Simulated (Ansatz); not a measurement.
# ZrC: how the k-point mesh moves the results

All numbers below come from DFT PBE, scalar-relativistic, plane waves, PAW in Ansatz 0.2.0.

```
Zr C
1.0
     3.36102    0.02253   -0.02976
    -1.66099    2.89957    0.02954
    -0.04642    0.02640    5.33279
Zr C
2 2
Direct
  0.33696 0.67599 0.24603
  0.68904 0.32775 0.74611
  0.03363 0.01770 0.99926
  0.01846 0.00450 0.49087
```

* plane-wave cutoff: 420 eV
* occupation rule: Gaussian smearing, 0.1 eV
* spin treatment: unpolarised

The atoms stay fixed while the k-point mesh is varied. ΔE is the energy extrapolated to zero smearing, less that of the reference run (10×10×6). The cell was strained and its atoms displaced at random, so that forces don't vanish. The meshes are Γ-centred. Pressure is positive in compression.

Problem. Tried: 1×1×1, 2×2×1, 4×4×2, 6×6×4, 10×10×6. From which k-point mesh on does the energy per atom stay within 100, 10 and 1 meV of the reference?

Solution. 4×4×2 for 100 meV, 6×6×4 for 10 meV, none but the reference for 1 meV. The reference itself isn't shown to be converged. At 6×6×4, where the energy is within 10 meV, force components still miss by up to 0.020 eV/Å, where the largest force is 1.030 eV/Å.

| mesh | ΔE (meV/atom) | P (GPa) | largest change of a force component (eV/Å) | irreducible points |
| --- | --- | --- | --- | --- |
| 1×1×1 | 2045 | 17.42 | 2.673 | 1 |
| 2×2×1 | 274 | 2.59 | 0.446 | 4 |
| 4×4×2 | -44.4 | 0.17 | 0.109 | 20 |
| 6×6×4 | -4.29 | 0.80 | 0.020 | 76 |
| 10×10×6 | 0.00 | 0.76 | 0.000 | 304 |

This form isn't the usual stable structure of the compound.

1 further run of this set didn't finish or converge.